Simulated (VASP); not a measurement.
Crystal: SnO.

```
CELL_PARAMETERS angstrom
3.81370 0.00000 0.00000
0.00000 3.81370 0.00000
0.00000 0.00000 4.88691
ATOMIC_POSITIONS crystal
Sn 0.50000 0.00000 0.76463
Sn 0.00000 0.50000 0.23537
O 0.00000 0.00000 0.00000
O 0.50000 0.50000 0.00000
```

The cell is a database's computed one.

Base run:

| Quantity | Value |
| --- | --- |
| Program | VASP 6.6.1 |
| Functional | PBE |
| Potentials or basis | VASP PAW PBE potentials, release 64 (Sn_d, O) |
| Cutoff | 520 eV |
| k mesh | 7 × 7 × 6 |
| Occupations | fermi-dirac, width 0.05 eV |
| Spin | no spin polarisation |

Its results: band gap on the k mesh 0.38 eV, indirect (least direct gap 2.05 eV); pressure 3.8 GPa; largest force 0.457 eV/Å.

Problem. The run is repeated on the same cell with these changes: functional from PBE to PBEsol. What comes out?

Solution. Band gap on the k mesh 0.37 eV, indirect (least direct gap 1.96 eV); pressure -0.3 GPa; largest force 0.160 eV/Å.

PBEsol binds more tightly than PBE, so the same cell stands under less pressure.

Caveats: spin-orbit coupling is left out, which moves the levels of the heavy elements; an odd mesh through Γ misses points on the zone boundary, where band edges often lie; the PAW data sets were made with another functional, which shifts forces and pressure a little (some runs).

Not every run made on this cell is shown here.
